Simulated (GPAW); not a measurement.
# Ti (Fm-3m) in GPAW: single point with PBE

Aim: the single point of Ti with PBE.

Program: GPAW 26.7.0. These are calculated values, not measurements. Logs are shortened: lines on timing, memory, paths and dates and some standing lists are left out, and cuts for length are marked. The log counts tension as positive stress, the text compression.

## 1. The structure

Symmetry: Fm-3m, No. 225, cubic system. Conventional cell: a = 4.060 Å, b = 4.060 Å, c = 4.060 Å, α = 90.00°, β = 90.00°, γ = 90.00°. Ti (site symmetry m-3m) has 12 Ti at 2.87 Å as nearest neighbours.

This isn't the form of Ti at room conditions, which is hcp.

## 2. Single point, PBE

File run.py:

```python
from ase.io import read
from gpaw import PW
from gpaw.dft import DFT

atoms = read('POSCAR')

dft = DFT(atoms,
          mode=PW(600),
          xc='PBE',
          kpts={'size': (11, 11, 11), 'gamma': True},
          occupations={'name': 'fermi-dirac', 'width': 0.05},
          nbands=14,
          convergence={'density': 1e-05, 'energy': 1e-05},
          maxiter=150,
          txt='gpaw.txt')
print(f'Energy: {dft.calculate_energy():.6f} eV')
print('Forces (eV/A):')
print(dft.calculate_forces().round(4))
print('Stress (eV/A^3):', dft.calculate_stress().round(6))
dft.write_gpw_file('gs.gpw')
```

File POSCAR:

```
Ti
1.0
    0.0000000000      2.0300000000      2.0300000000
    2.0300000000      0.0000000000      2.0300000000
    2.0300000000      2.0300000000      0.0000000000
Ti
1
Direct
    0.0000000000      0.0000000000      0.0000000000
```

Potentials or basis: GPAW PAW data sets (gpaw-data 1.2.1), pw.

Launch:

```bash
$ OMP_NUM_THREADS=1 python run.py
```

gpaw.txt:

```text
Diagonalizing LCAO Hamiltonian
Converting LCAO to pw mode

       Ti

Atoms  # Å, Bohr magnetons
|   | symbol |        x |        y |        z |    initial magnetic moments |
|---|--------|----------|----------|----------|-----------------------------|
| 0 |     Ti | 0.000000 | 0.000000 | 0.000000 | ( 0.0000,  0.0000,  0.0000) |

Unit cell  # Å
| periodic |        x |        y |        z |  lengths |    angles |
|----------|----------|----------|----------|----------|-----------|
|      yes | 0.000000 | 2.030000 | 2.030000 | 2.870854 | 60.000000 |
|      yes | 2.030000 | 0.000000 | 2.030000 | 2.870854 | 60.000000 |
|      yes | 2.030000 | 2.030000 | 0.000000 | 2.870854 | 60.000000 |

Number of symmetries: 48
Symmetry operations  # r_c * U_cc + t_c -> r_c
|    | kind |            matrix            |
|----|------|------------------------------|
|  0 |  σ   |  1, 0, 0,  1, 0,-1,  1,-1, 0 |
|  1 |  C2  |  1, 0, 0,  1,-1, 0,  1, 0,-1 |
|  2 |  E   |  1, 0, 0,  0, 1, 0,  0, 0, 1 |
|  3 |  σ   |  1, 0, 0,  0, 0, 1,  0, 1, 0 |
|  4 |  C4  |  1, 0,-1,  1, 0, 0,  1,-1, 0 |
|  5 |  S6  |  1, 0,-1,  1,-1, 0,  1, 0, 0 |
|  6 |  σ   |  1, 0,-1,  0, 1,-1,  0, 0,-1 |
|  7 |  C3  |  1, 0,-1,  0, 0,-1,  0, 1,-1 |
|  8 |  S6  |  1,-1, 0,  1, 0, 0,  1, 0,-1 |
|  9 |  C4  |  1,-1, 0,  1, 0,-1,  1, 0, 0 |
| 10 |  C3  |  1,-1, 0,  0,-1, 1,  0,-1, 0 |
| 11 |  σ   |  1,-1, 0,  0,-1, 0,  0,-1, 1 |
| 12 |  σ   |  0, 1, 0,  1, 0, 0,  0, 0, 1 |
| 13 |  C4  |  0, 1, 0,  0, 1,-1, -1, 1, 0 |
| 14 |  C3  |  0, 1, 0,  0, 0, 1,  1, 0, 0 |
| 15 |  S6  |  0, 1, 0, -1, 1, 0,  0, 1,-1 |
| 16 |  C2  |  0, 1,-1,  1, 0,-1,  0, 0,-1 |
| 17 |  σ   |  0, 1,-1,  0, 1, 0, -1, 1, 0 |
| 18 |  S4  |  0, 1,-1,  0, 0,-1,  1, 0,-1 |
| 19 |  C4  |  0, 1,-1, -1, 1, 0,  0, 1, 0 |
| 20 |  C3  |  0, 0, 1,  1, 0, 0,  0, 1, 0 |
| 21 |  σ   |  0, 0, 1,  0, 1, 0,  1, 0, 0 |
| 22 |  S6  |  0, 0, 1,  0,-1, 1, -1, 0, 1 |
| 23 |  C4  |  0, 0, 1, -1, 0, 1,  0,-1, 1 |
| 24 |  S4  |  0, 0,-1,  1, 0,-1,  0, 1,-1 |
| 25 |  C3  |  0, 0,-1,  0, 1,-1,  1, 0,-1 |
| 26 |  C2  |  0, 0,-1,  0,-1, 0, -1, 0, 0 |
| 27 |  S6  |  0, 0,-1, -1, 0, 0,  0,-1, 0 |
| 28 |  S4  |  0,-1, 1,  1,-1, 0,  0,-1, 0 |
| 29 |  C4  |  0,-1, 1,  0, 0, 1, -1, 0, 1 |
| 30 |  C2  |  0,-1, 1,  0,-1, 0,  1,-1, 0 |
| 31 |  σ   |  0,-1, 1, -1, 0, 1,  0, 0, 1 |
| 32 |  C3  |  0,-1, 0,  1,-1, 0,  0,-1, 1 |
| 33 |  S6  |  0,-1, 0,  0, 0,-1, -1, 0, 0 |
| 34 |  S4  |  0,-1, 0,  0,-1, 1,  1,-1, 0 |
| 35 |  C2  |  0,-1, 0, -1, 0, 0,  0, 0,-1 |
| 36 |  C2  | -1, 1, 0,  0, 1, 0,  0, 1,-1 |
| 37 |  S6  | -1, 1, 0,  0, 1,-1,  0, 1, 0 |
| 38 |  S4  | -1, 1, 0, -1, 0, 1, -1, 0, 0 |
| 39 |  C3  | -1, 1, 0, -1, 0, 0, -1, 0, 1 |
| 40 |  S6  | -1, 0, 1,  0, 0, 1,  0,-1, 1 |
| 41 |  C2  | -1, 0, 1,  0,-1, 1,  0, 0, 1 |
| 42 |  C3  | -1, 0, 1, -1, 1, 0, -1, 0, 0 |
| 43 |  S4  | -1, 0, 1, -1, 0, 0, -1, 1, 0 |
| 44 |  C2  | -1, 0, 0,  0, 0,-1,  0,-1, 0 |
| 45 |  i   | -1, 0, 0,  0,-1, 0,  0, 0,-1 |
| 46 |  σ   | -1, 0, 0, -1, 1, 0, -1, 0, 1 |
| 47 |  C2  | -1, 0, 0, -1, 0, 1, -1, 1, 0 |

BZ-sampling:
  Number of BZ points: 1331
  Number of IBZ points: 56

  Monkhorst-Pack size: [11, 11, 11]
  Monkhorst-Pack shift: [0, 0, 0]

K-points  # in reciprocal-cell coordinates
|     |                                coordinates |     weight |
|-----|--------------------------------------------|------------|
|   0 | (  0.00000000,   0.00000000,   0.00000000) | 0.00075131 |
|   1 | (  0.09090909,   0.09090909,   0.00000000) | 0.00450789 |
|   2 | (  0.09090909,   0.09090909,   0.09090909) | 0.00601052 |
|   3 | (  0.18181818,   0.09090909,   0.09090909) | 0.00901578 |
|   4 | (  0.18181818,   0.18181818,   0.00000000) | 0.00450789 |
|   5 | (  0.18181818,   0.18181818,   0.09090909) | 0.01803156 |
|   6 | (  0.18181818,   0.18181818,   0.18181818) | 0.00601052 |
|   7 | (  0.27272727,   0.18181818,   0.09090909) | 0.01803156 |
|   8 | (  0.27272727,   0.18181818,   0.18181818) | 0.01803156 |
|   9 | (  0.27272727,   0.27272727,   0.00000000) | 0.00450789 |
| ... |                                            |            |
|  55 | (  0.45454545,   0.45454545,   0.45454545) | 0.00601052 |

Plane wave coefficients: 568
Cutoff: 600.0 eV

Spin-components: 1 (collinear spins)
Bands:           14
Projectors:      6
Spin-degeneracy: 2
Datatype:        complex128

Density:
  Valence electrons: 12.0
  Components: 1
  Grid points: [18 18 18]
  Charge: 0.0  # |e|

Potential:
  Grid points: [18 18 18]

species:
  Ti:
    name:    Titanium
    Z:       22.0
    valence: 12
    core:    10
    charge:  0.0  # [|e|]
    compensation charges:
      type: gauss
      rc: 0.38  # [Å]
      lmax: 2
    cutoffs:
      filter: 2.23  # [Å]
      core: 1.02  # [Å]
    projectors
    | kind |    occ | energy [eV] | rcut [Å] |
    |------|--------|-------------|----------|
    |   3s |  2.000 |     -62.623 |    1.270 |
    |   4s |  2.000 |      -4.466 |    1.270 |
    |   3p |  6.000 |     -38.862 |    1.058 |
    |   4p |  0.000 |      -1.466 |    1.058 |
    |   3d |  2.000 |      -4.258 |    1.058 |
    |    d |        |      22.953 |    1.058 |

    Using partial waves for Ti as LCAO basis

Reference energy: -23224.014282  # eV

eigensolver:
  PPCG
  Converge bands: occupied
  niter=2

density mixing:
  MSR1-Mixer
  Pratt-step length: 0.05
  Maximum mixing coefficient: 0.75
  Old densities: 10
  SVD Regularization: 0.005
  Good broyden scale: 1.0
  Trust region scale: 1.0
  Backstep threshold: 4.0
  History deletion threshold: 6.0
  Fourier metric: weight=20.0, sigma=0.015

occupation numbers:
  Fermi-Dirac:
    width: 0.0500  # eV

poisson solver:
  ecut: 4800.0  # eV

xc functional:
[... 9 lines left out ...]
|iter     | |      energy | eigst |  dens |
|---------|-|-------------|-------|-------|
|iter:   1| |   -6.819916 | -0.27 |       |
|iter:   2| |   -6.767170 | -2.95 | -1.24 |
|iter:   3| |   -6.600961 | -1.88 | -1.29 |
|iter:   4| |   -6.604506 | -3.77 | -2.04 |
|iter:   5| |   -6.606144 | -4.24 | -2.33 |
|iter:   6| |   -6.606151 | -6.26 | -3.64 |
|iter:   7| |   -6.606151c| -7.10 | -3.98 |
|iter:   8| |   -6.606151c| -8.33c| -5.24c|
SCF steps: 8
Energy contributions relative to reference atoms: (reference = -23224.014282)

Energy contributions:
  Kinetic:           6.934255
  Coulomb:          -6.327004
  Zero:              0.016159
  External:          0.000000
  Xc:               -7.223869
  Entropy:          -0.011384
  Spinorbit:         0.000000
  ----------------------------
  Free energy:      -6.611843
  Extrapolated:     -6.606151

Forces  # eV/Ang
|       x |        y |        z |
|---------|----------|----------|
| 0.00000 | -0.00000 | -0.00000 |  # Ti   0

Stress tensor  # eV/Ang^3
|         x |         y |         z |
|-----------|-----------|-----------|
| -0.022940 |  0.000000 |  0.000000 |
|  0.000000 | -0.022940 |  0.000000 |
|  0.000000 |  0.000000 | -0.022940 |

Writing to gs.gpw (mode='')

  __  _  _
 | _ |_)|_||  |
 |__||  | ||/\| - 26.7.0

Input parameters:
  mode=PW(ecut=600.0),
  convergence={'density': 1e-05, 'energy': 1e-05},
  kpts=MonkhorstPack(size=(11, 11, 11), gamma=True),
  maxiter=150,
  nbands=14,
  occupations=Occupations(name='fermi-dirac', width=0.05),
  xc=XC(name='PBE')
# Writing to gs.gpw (mode='')
```

stdout:

```text
Energy: -6.606151 eV
Forces (eV/A):
[[ 0. -0. -0.]]
Stress (eV/A^3): [-0.02294 -0.02294 -0.02294  0.       0.       0.     ]
```

Run time: 8.2 s. Hardware: 1 thread of Intel Xeon Platinum 8559C (Emerald Rapids), shared host; peak memory 0.14 GiB.

Results:

| Item | Value |
| --- | --- |
| Free energy | -6.6118 eV |
| Pressure | 3.7 GPa |
| Band gap on the k mesh | none (metal or under the smearing width) |

## 3. The reference run

An earlier run on the cell as given: functional PBE; potentials or basis GPAW PAW data sets (gpaw-data 1.2.1); cutoff 600 eV; basis pw; k mesh 11 × 11 × 11; occupations fermi-dirac, width 0.05 eV; no spin polarisation.

- Pressure: 3.7 GPa
- Band gap on the k mesh: none (metal or under the smearing width)
